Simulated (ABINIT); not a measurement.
A run of ABINIT 10.8.3 (patched build):

Contents of run.abi:

```
# Pseudopotentials
pp_dirpath "./"
pseudos "Te.upf, Sn.upf"

# Structure
acell 5.1069316489 5.1069316489 5.1069316489 Angstrom
rprim
     0.0000000000     0.7071067812     0.7071067812
     0.7071067812     0.0000000000     0.7071067812
     0.7071067812     0.7071067812     0.0000000000
ntypat 2
znucl 52 50
natom 2
typat 1 2
xred
     0.2510420000     0.2569570000     0.2411300000
     0.0078840000    -0.0047240000    -0.0072590000
chkprim 0
chksymtnons 0
tolsym 1.0e-6

# Plane-wave basis
ecut 1088.455450 eV

# k points
kptopt 1
ngkpt 7 7 7
nshiftk 1
shiftk 0.0 0.0 0.0

# Exchange and correlation
ixc -116133

# Bands and occupations
nband 19
occopt 3
tsmear 0.05 eV

# SCF cycle
nstep 100
tolvrs 1.0e-10

# Output
iomode 3
prtwf 0
prteig 0
prtebands 0
enunit 1
prtden 1
prtvha 1
prtvclmb 1
prtpot 1
prtelf 1
```

Potentials or basis: PseudoDojo NC SR PBEsol v0.4.1 standard.

Run with:

```bash
$ abinit run.abi > log 2>&1
```

Hardware: 1 thread of Intel(R) Xeon(R) 6975P-C (Granite Rapids) (shared host).

Q: Estimate the wall time of this run.

A: It took 15 min on 1 thread of Intel(R) Xeon(R) 6975P-C (Granite Rapids), on a shared host, peak memory 0.5 GiB. Counts: scf iterations 14, mpi ranks 1, k points 172, bands 19, plane waves 7708.
